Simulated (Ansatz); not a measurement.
The system is BP.

```xyz
2
Lattice="0.0000 2.2690 2.2690 2.2690 0.0000 2.2690 2.2690 2.2690 0.0000" Properties=species:S:1:pos:R:3 pbc="T T T"
P     3.4035    3.4035    3.4035
B     0.0000    0.0000    0.0000
```

Program: Ansatz 0.2.0. Alike in all runs: potentials or basis all-electron LAPW, scalar-relativistic; no spin polarisation; cell as given; k mesh 10 × 10 × 10; basis error allowed 0.001 eV/atom.

Q: Order these runs on this cell by their pressure, lowest first.
A. level LDA; cutoff (eV) 283; smearing gaussian 0.05 eV
B. level BLYP; cutoff (eV) 283; smearing fermi-dirac 0.05 eV
C. level PBEsol; cutoff (eV) 281; smearing gaussian 0.1 eV

A: A (-5.2 GPa), C (-2.0 GPa), B (6.1 GPa).

Runs at the PBE level aren't shown here.
